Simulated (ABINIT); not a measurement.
SrO:

```
Sr O
1.0
     0.00000    2.56630    2.56630
     2.56630    0.00000    2.56630
     2.56630    2.56630    0.00000
Sr O
1 1
Direct
  0.50000 0.50000 0.50000
  0.00000 0.00000 0.00000
```

Program: ABINIT 10.8.3 (patched build). Alike in all runs: potentials or basis JTH PAW PBE v2.0; cell as given; smearing fermi-dirac 0.05 eV. Hardware: 1 thread of Arm Neoverse V2, on a shared host.

Task: Order these runs on this cell by their wall time, lowest first.
A. task band structure; level revPBE; spin SOC, no magnetisation; k mesh 9 × 9 × 9; cutoff (eV) 626; fine-grid cutoff 1224.51 eV
B. task single point; level r2SCAN; spin off; k mesh 7 × 7 × 7; cutoff (eV) 762; fine-grid cutoff 1360.57 eV
C. task single point; level PBE; spin off; k mesh 7 × 7 × 7; cutoff (eV) 626; fine-grid cutoff 1224.51 eV

Result: C (9.6 s), B (46 s), A (230 s).
